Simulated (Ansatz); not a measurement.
# AlP: the gap under pressure

AlP, F-43m, a = 5.471 Å. Ansatz: PBEsol, PAW, 420 eV, Γ-centred 8×8×8 mesh on 2 atoms, Gaussian smearing 0.02 eV; no spin polarisation. Cell and atoms are relaxed at each pressure, and no other structure is tried, so the rows at high pressure may lie past a change of phase. The gap is sought over the whole zone. The pressures are the targets, met within 0.07 GPa.

```tsv
P (GPa)	gap y (eV)
-3.0	?
0.0	1.453
3.0	1.388
8.0	1.288
15.0	1.164
30.0	0.932
60.0	0.548
```

Fit y = E0 + αP + βP² to the other rows and predict the missing gap.

Least squares on the rows shown. y = 1.4471 − 0.019786 P + 8.0338×10⁻⁵ P². So α = -19.8 meV/GPa at zero pressure. With a term in P³ added, the coefficient of P becomes -0.02183, 10 % more, which shows how far this figure hangs on the form. At P = -3.0 the fit asked for gives 1.507 eV. The run gave 1.522 eV, so the fit is 0.015 eV too low, 1.5 % of the span of the series, against an rms of 0.005 eV on the fitted rows. The row lies outside the fitted range. With a term in P³ added, a fit to the same known rows predicts 1.520 eV, so most of the miss is curvature that the known rows already hold.

The mesh isn't the same in all rows (8×8×8, 10×10×10). Semilocal functionals give gaps under the measured ones; changes of the gap mostly carry over better.